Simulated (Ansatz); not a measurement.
The system is PbS.

```xyz
4
Lattice="2.0800 -5.9913 0.0000 2.0800 5.9913 0.0000 0.0000 0.0000 4.2793" Properties=species:S:1:pos:R:3 pbc="T T T"
Pb    2.0800    4.4268    1.0698
Pb    2.0800   -4.4268    3.2095
S     2.0800    1.7399    1.0698
S     2.0800   -1.7399    3.2095
```

Measurements of this composition are mostly on another form, of space group No. 225.

* Program: Ansatz 0.2.0
* Task: relaxation of cell and atoms
* Functional: BLYP
* Dispersion: D3(BJ)
* Potentials or basis: Ansatz PAW
* Cutoff: 420 eV (not typed: the program's choice for these potentials)
* k mesh: 7 × 7 × 6
* Occupations: fermi-dirac, width 0.05 eV
* Spin: no spin polarisation

At the start: volume 26.66 Å³/atom.

**Question.** Where does the relaxation end?

**Answer.** It ends after 7 steps and the volume is 25.94 Å³/atom (-2.7 %); space group Cmcm (No. 63, to 0.05 Å).

The path:
```csv
step,energy change (eV),largest force (eV/Å),volume (Å³)
1,0.0000,0.2547,106.65
2,-0.0210,0.0569,104.42
3,-0.0223,0.0240,103.77
4,-0.0225,0.0195,104.08
5,-0.0228,0.0109,103.60
6,-0.0228,0.0002,103.77
7,-0.0226,0.0002,103.77
```

Final structure:
```cif
data_structure
_symmetry_space_group_name_H-M 'P 1'
_symmetry_Int_Tables_number 1
_cell_length_a 6.2028
_cell_length_b 6.2028
_cell_length_c 4.2992
_cell_angle_alpha 90.000
_cell_angle_beta 90.000
_cell_angle_gamma 141.144
_cell_volume 103.77
loop_
_atom_site_label
_atom_site_type_symbol
_atom_site_fract_x
_atom_site_fract_y
_atom_site_fract_z
_atom_site_occupancy
Pb1 Pb 0.12647 0.87353 0.25000 1
Pb2 Pb 0.87353 0.12647 0.75000 1
S1 S 0.35929 0.64071 0.25000 1
S2 S 0.64071 0.35929 0.75000 1
```

Caveat: the plane-wave basis is chosen anew once the cell has moved, so the energies of steps on either side of that aren't comparable; the PAW data sets come from PBE, with cores solved anew for the run's functional, which leaves a small shift of forces and pressure.
